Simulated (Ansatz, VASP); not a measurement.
# GaN: VASP beside Ansatz

Aim: how closely do two programs agree when they are given the same cell, functional and k mesh? The structure shown comes from an earlier Ansatz run, which isn't shown and may have moved the atoms alone.

Method: plane waves, with VASP 6.6.1 beside it; elastic constants at LDA, in Ansatz 0.2.0.

## 1. Set-up

Symmetry: P6_3mc, No. 186, hexagonal system. Conventional cell: a = 3.150 Å, b = 3.150 Å, c = 5.121 Å, α = 90.00°, β = 90.00°, γ = 120.00°. Nearest to Ga lie 4 N at 1.92 to 1.93 Å. Nearest to N lie 4 Ga at 1.92 to 1.93 Å. Farther neighbours and most contacts between anions are not listed.

## 2. Ansatz: elastic constants, LDA

Ansatz runs on its default PAW (the set named soft_2) files.

Elastic constants are differences of stresses under small strains, so they test the stress and the mesh.

Input file input.yaml:

```yaml
crystal:
  lattice:
    - [3.1502614485, 0.0, 0.0]
    - [-1.5751307243, 2.728206443, 0.0]
    - [0.0, 0.0, 5.1205912407]
  atoms:
    - { symbol: Ga, position: [0.3333333333, 0.6666666667, 0.0035173052] }
    - { symbol: Ga, position: [0.6666666667, 0.3333333333, 0.5035173052] }
    - { symbol: "N", position: [0.3333333333, 0.6666666667, 0.3814826948] }
    - { symbol: "N", position: [0.6666666667, 0.3333333333, 0.8814826948] }
kpoints:
  mp_grid: { grid: [9, 9, 6] }
hamiltonian:
  xc: lda
scf:
  occupations: { method: gaussian, width: 0.02 }
output:
  forces: true
  stress: true
  eigenvalues: true
elastic:
  mode: relaxed_ion
  stencil: two_point
```

Run with:

```console
$ ansatz run input.yaml --threads 4 --pin off --max-ram 8192MiB --backend cpu --events-out ev --progress --plain --runs-dir out
```

Numbers of over 12 decimals in the logs are rounded to 6 here.

The log of the run:

```text
Engine: ansatz 0.2.0, aarch64-unknown-linux-gnu
Pseudopotentials: kind: paw
Pseudopotential: Ga, paw, valence charge 13, recommended cutoff 420 eV (normal), Ga.paw.azcp
Pseudopotential: N, paw, valence charge 5, recommended cutoff 420 eV (normal), N.paw.azcp
Functional definition: SPW92
  exchange = slater_x
  correlation = pw_c
Crystal: 4 atoms, lattice volume = 44.009 Å³
Basis set: ecut = 420 eV, 845 PW (Γ)
Bands: 22, of which v1, the nominal top of the filled ones, is band 18 counted from 1 (17 counted from 0)
Symmetry: 12 space group operations
Space group: P63mc (ITA 186), of the structure as read, at distance tolerance 3.5e-5 Å
k-points: 48 of 486 (time reversal used)
Non-local potential: Ga, projectors of the file, l = 0: 2, l = 1: 2, l = 2: 3, l = 3: 1
Non-local potential: N, projectors of the file, l = 0: 2, l = 1: 2, l = 2: 1
PAW form: soft (Blöchl's): semilocal exchange-correlation on the pseudo side does not see the compensation charge
PAW frozen core: Ga, regenerated for the run's functional, and the local potential with it (the file was generated under x = pbe(κ = 0.804, μ = 0.219515), c = pbe(β = 0.066725))
PAW frozen core: N, regenerated for the run's functional, and the local potential with it (the file was generated under x = pbe(κ = 0.804, μ = 0.219515), c = pbe(β = 0.066725))
PAW one-centre angular grid: Ga, 590 points (default); XC on 64 Gauss nodes
PAW one-centre angular grid: N, 110 points (default); XC on 64 Gauss nodes
Initial density: superposition of atomic densities (neutral atoms: chi_scale 0, normalization atom), corrected by the library's trained network
Initial wavefunctions: pseudopotential atomic-orbital guess
Functional: x = slater, c = lda
SCF iter   1: F=—  HF=-8164.210410 eV  |F-HF|=—  |Δ(HF+E_count)|=         —  Δρ=1.34e-2  dr2=7.46e-2  ethr=1.77e-3  ⟨swp⟩=5.4  Hψ=4419  notcnv=0
preconditioner: auto → Resta (q_TF=auto, 2.638 Å⁻¹)  ε∞=5.0  [insulator: Δε(μ)=2.075 eV  Ē_g=16.746 eV  σ=0.020 eV  W_gap=1.00  n_scr=22 (ndim 8)  ℏωp=33.6 eV  f_vac=0.006  D(μ)=0.00/eV (n_scr^D=0)  ε∞_Penn≈5.0]
SCF iter   2: F=—  HF=-8164.189157 eV  |F-HF|=—  |Δ(HF+E_count)|=   2.13e-2  Δρ=3.63e-3  dr2=3.45e-3  ethr=2.07e-4  ⟨swp⟩=2.4  Hψ=2044  notcnv=0
SCF iter   3: F=—  HF=-8164.188206 eV  |F-HF|=—  |Δ(HF+E_count)|=   9.52e-4  Δρ=1.61e-3  dr2=5.31e-4  ethr=9.57e-6  ⟨swp⟩=1.4  Hψ=1093  notcnv=0
SCF iter   4: F=—  HF=-8164.188030 eV  |F-HF|=—  |Δ(HF+E_count)|=   1.76e-4  Δρ=1.65e-4  dr2=6.45e-6  ethr=1.48e-6  ⟨swp⟩=2.2  Hψ=1914  notcnv=0
SCF iter   5: F=—  HF=-8164.188019 eV  |F-HF|=—  |Δ(HF+E_count)|=   1.12e-5  Δρ=7.02e-5  dr2=1.43e-6  ethr=1.79e-8  ⟨swp⟩=2.0  Hψ=1911  notcnv=0
SCF iter   6: F=—  HF=-8164.188023 eV  |F-HF|=—  |Δ(HF+E_count)|=   3.99e-6  Δρ=2.47e-5  dr2=2.10e-7  ethr=3.96e-9  ⟨swp⟩=2.6  Hψ=1952  notcnv=0
SCF iter   7: F=—  HF=-8164.188023 eV  |F-HF|=—  |Δ(HF+E_count)|=   4.51e-9  Δρ=4.51e-6  dr2=8.07e-9  ethr=5.83e-10  ⟨swp⟩=2.4  Hψ=1860  notcnv=0
SCF iter   8: F=—  HF=-8164.188023 eV  |F-HF|=—  |Δ(HF+E_count)|=  2.22e-10  Δρ=4.47e-7  dr2=9.26e-11  ethr=2.24e-11  ⟨swp⟩=2.7  Hψ=2182  notcnv=0
SCF iter   9: F=—  HF=-8164.188023 eV  |F-HF|=—  |Δ(HF+E_count)|=  1.09e-11  Δρ=5.47e-8  dr2=1.20e-12  ethr=2.57e-13 (applied; sched 1.00e-12)  ⟨swp⟩=2.1  Hψ=1822  notcnv=0
SCF iter  10: F=—  HF=-8164.188023 eV  |F-HF|=—  |Δ(HF+E_count)|=  1.82e-12  Δρ=1.99e-8  dr2=1.27e-13  ethr=1.00e-12  ⟨swp⟩=4.2  Hψ=3818  notcnv=0
SCF iter  11: F=-8164.188023 eV  HF=-8164.188023 eV  |F-HF|=1.82e-12  |Δ(HF+E_count)|=  3.64e-12  Δρ=2.52e-9  dr2=2.21e-15  ethr=1.00e-12  ⟨swp⟩=4.0  Hψ=3282  notcnv=0
SCF 1 converged in 11 iterations: F = -8164.188023 eV  dr2 = 2.21e-15
  greatest PAW one-centre occupation: 0.996 electrons in one spin orbital (limit 2), on the Ga atom at site 0 (counted from 0), in its partial waves of l = 2
relax step   1: F+E_penalty+E_count = -8164.18802298 eV  Δ(F+E_penalty+E_count) = +0.000e0 eV  max|allowed force component| = 6.726e-2 eV/Å  Δτ_max = 0.0000 Å  (11 SCF iters, accepted)
[...]
relax step   2: F+E_penalty+E_count = -8164.18834395 eV  Δ(F+E_penalty+E_count) = -1.023e-5 eV  max|allowed force component| = 3.641e-4 eV/Å  Δτ_max = 0.0005 Å  (9 SCF iters, accepted)
[...]
relax step   3: F+E_penalty+E_count = -8164.18834393 eV  Δ(F+E_penalty+E_count) = +1.942e-8 eV  max|allowed force component| = 7.626e-4 eV/Å  Δτ_max = 0.0000 Å  (7 SCF iters, rejected (line search))
[...]
relax step   4: F+E_penalty+E_count = -8164.18834397 eV  Δ(F+E_penalty+E_count) = -1.449e-8 eV  max|allowed force component| = 3.598e-6 eV/Å  Δτ_max = 0.0000 Å  (7 SCF iters, accepted)
iter 1 solved again at ethr=1.00e-12 eV; its pass at ethr=3.10e-3 eV (dr2=1.12e-13 eV) is discarded
SCF iter   1: F=—  HF=-8164.188344 eV  |F-HF|=—  |Δ(HF+E_count)|=         —  Δρ=7.01e-9  dr2=2.12e-14  ethr=1.00e-12  ⟨swp⟩=2.0  Hψ=15381  notcnv=0
SCF iter   2: F=-8164.188344 eV  HF=-8164.188344 eV  |F-HF|=0.00e0  |Δ(HF+E_count)|=  5.46e-12  Δρ=4.22e-9  dr2=9.38e-15  ethr=1.00e-12  ⟨swp⟩=4.0  Hψ=9992  notcnv=0
SCF 32 converged in 2 iterations: F = -8164.188344 eV  dr2 = 9.38e-15
SCF converged after 5 iterations
Free energy (F): -8164.188388 eV
Harris-Foulkes:  -8164.188388 eV  (|F-HF|=9.09e-13)
Internal energy: -8164.188388 eV  (E = F + TS)
E sigma→0 (E₀):  -8164.188388 eV
Fermi energy:    10.988735 eV
--- Per-component energies (eV) ---
  E_band       = -6.707685
  E_kinetic    = 496.510011
  E_local      = -3852.221716  (includes V_loc(G=0)·N_el)
  E_nonlocal   = 955.519889
  E_hartree    = 1772.467871
  E_xc         = -256.624440
  E_vxc        = -269.631233  (∫ρ·V_xc dr)
  E_paw        = -4070.207963  (= ΣΔE_a)
  E_vpaw       = -881.820353  (= ΣTr[D̂ρ^β])
  E_aug_tail   = -0.000009  (compensation charges beyond the density's cutoff)
  E_ewald      = -3213.249080
  E_core_change = 3.617048  (= ΣΔE_core)
  E_smearing   = -0.000000  (= −TS)
  E_closure    = 0.000000  (closes the sum)
  Σ components = -8164.188388   (vs F -8164.188388, Δ=0.00e0)
--- Forces (eV/Å), atoms counted from 1 ---
  atom   1  Ga     0.00000000     0.00000000    -0.00000014
  atom   2  Ga    -0.00000000    -0.00000000    -0.00000014
  atom   3  N      0.00000000     0.00000000    -0.00000037
  atom   4  N     -0.00000000    -0.00000000    -0.00000037
  max |Σ_I F_I| component: 1.02e-6 eV/Å
--- Stress (GPa, compression-positive) ---
        0.598687      -0.000000       0.000000
        0.000000       0.598687      -0.000000
        0.000000      -0.000000       1.525324
  P = ⅓ Tr σ = 0.9076 GPa (9.076 kbar)
--- Band table (eV; the first three rows and the last of 48) ---
  k-point 0: bands = [... 14 lower, 8.8049, 9.8684, 9.9037, 9.9037, 12.0736, 14.2780, 19.1719, 19.8139]
  k-point 1: bands = [... 14 lower, 8.8753, 9.0798, 9.8265, 9.8265, 12.7182, 14.3369, 18.9757, 19.8461]
  k-point 2: bands = [... 14 lower, 9.0693, 9.0693, 9.6190, 9.6190, 13.6916, 14.4418, 18.5629, 18.9745]
  k-point 47: bands = [... 14 lower, 5.4651, 5.4651, 8.3522, 8.3522, 16.4445, 16.4445, 17.1915, 17.1915]
--- Elastic constants: 3 strain directions × 2 members + reference (group order 12) ---
  dense FFT box of the reference and of every strained cell: 24×24×36
  strains applied: 11, 33, 23; error gains: componentwise 1.00 (the most a stress slope's error grows in a printed constant), spectral 1.41 (1 for all six strains in a standard setting)
  reference relaxed by the batch: 5 steps; max|allowed force component| 6.73e-2 eV/Å at the deck's positions, 1.60e-7 at the last accepted step, 1.13e-7 by the solve of record
  largest displacement 2.7e-3 Å; the constants are those of the deck's cell at these positions:
  atoms:
    - { symbol: Ga, position: [0.333333, 0.666667, 0.00404468] }
    - { symbol: Ga, position: [0.666667, 0.333333, 0.504045] }
    - { symbol: N, position: [0.333333, 0.666667, 0.380955] }
    - { symbol: N, position: [0.666667, 0.333333, 0.880955] }
  C = ∂σ_k/∂η_j (tension-positive GPa; Voigt order 11 22 33 23 13 12):
       370.592    141.789    104.495     -0.000      0.000     -0.000
       141.789    370.592    104.495     -0.000      0.000      0.000
       105.390    105.390    412.270     -0.000      0.000     -0.000
         0.000     -0.000      0.000     96.936      0.000     -0.000
         0.000     -0.000     -0.000      0.000     96.936     -0.000
        -0.000     -0.000      0.000     -0.000      0.000    114.401
  reference stress σ⁰ (GPa):     -0.599     -0.599     -1.525      0.000     -0.000      0.000
  C* (energy form; C + prestress term) asymmetry max|C*_kj − C*_jk| = 3.150e-2 GPa — a small one proves nothing (zero by symmetry where the batch's group is 432, −43m or m−3m); a large one is finite-difference/SCF noise where every solve meets its electron count
  moduli (Voigt/Reuss/Hill, GPa): K = 206.31/206.31/206.31   G = 115.11/111.97/113.54   E = 287.81   ν = 0.267
  mechanically stable: yes (min eigenvalue of sym C = 96.94 GPa)
  strain η (Voigt 11):  stress-route row diagonal C_11 = 370.59 GPa, energy-path curvature d²(F+E_count+ΔE)/dδ²/Ω₀ = 370.90 GPa
         δ    σ_11 (GPa)             F (eV)   n_scf  n_hpsi   n_pw
    -2.000e-3      -1.3435       -8164.1878640       2   19790    869   relax 4 steps, max|allowed force component| 5.97e-6 eV/Å
     2.000e-3       0.1389       -8164.1885378       2   19119    872   relax 3 steps, max|allowed force component| 1.04e-6 eV/Å
  strain η (Voigt 33):  stress-route row diagonal C_33 = 412.27 GPa, energy-path curvature d²(F+E_count+ΔE)/dδ²/Ω₀ = 412.60 GPa
         δ    σ_33 (GPa)             F (eV)   n_scf  n_hpsi   n_pw
    -2.000e-3      -2.3524       -8164.1873292       2    9514    869   relax 3 steps, max|allowed force component| 1.44e-6 eV/Å
     2.000e-3      -0.7033       -8164.1890818       2    9429    872   relax 3 steps, max|allowed force component| 1.93e-6 eV/Å
  strain η (Voigt 23):  stress-route row diagonal C_44 = 96.94 GPa, energy-path curvature d²(F+E_count+ΔE)/dδ²/Ω₀ = 97.30 GPa
         δ    σ_23 (GPa)             F (eV)   n_scf  n_hpsi   n_pw
    -2.000e-3      -0.1939       -8164.1883440       2   27432    870   relax 3 steps, max|allowed force component| 1.33e-5 eV/Å
     2.000e-3       0.1939       -8164.1883440       2   26656    870   relax 4 steps, max|allowed force component| 3.60e-6 eV/Å
```

The column dr2 measures how far the density is from self-consistency, as an energy; F and HF (Harris–Foulkes) agree once it is small.

[end of part 1 of 2]

[Lines on the potential files, build, host, timing and source positions are cut from VASP's logs without a mark.]

[Logs are printed without paths, hosts, clocks, repeated set-up lines and the standing remarks that a program may print on its own settings, such as how far it seeks lower states.]

[Hosts, paths, dates, database ids (printed as entryN), source tags and the programs' standing remarks are cut or masked in the printed files.]
